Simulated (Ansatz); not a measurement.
The system is C.

```
C
1.0
     2.52210    0.00000    0.00000
    -1.26105    2.18420    0.00000
     0.00000    0.00000    8.23710
C
8
Direct
  0.66667 0.33333 0.84375
  0.33333 0.66667 0.34375
  0.66667 0.33333 0.65625
  0.33333 0.66667 0.15625
  0.00000 0.00000 0.90625
  0.00000 0.00000 0.40625
  0.00000 0.00000 0.59375
  0.00000 0.00000 0.09375
```

This is a hexagonal form of diamond, not graphite.

Base run:

```yaml
Program: Ansatz 0.2.0
Functional: PBEsol
Potentials_or_basis: Ansatz PAW
Cutoff: 420 eV
Density_cutoff: 1680 eV
k_mesh: 12 × 12 × 4
Occupations: fermi-dirac, width 0.05 eV
Spin: no spin polarisation
```

Its results: band gap on the k mesh 4.28 eV, indirect (least direct gap 5.13 eV); pressure -4.3 GPa; largest force 0.330 eV/Å.

The run is repeated on the same cell with these changes: functional from PBEsol to r2SCAN; cutoff from 420 eV to 500 eV; density cutoff from 1680 eV to 2000 eV. What comes out?

Band gap on the k mesh 4.64 eV, indirect (least direct gap 5.45 eV); pressure -1.9 GPa; largest force 0.359 eV/Å.

r2SCAN gives the wider gap, since meta-GGAs in the generalised Kohn-Sham scheme recover part of the derivative discontinuity.

Caveats: the PAW data sets come from PBE, with cores solved anew for the run's functional, which leaves a small shift of forces and pressure.

Not every run made on this cell is shown here.
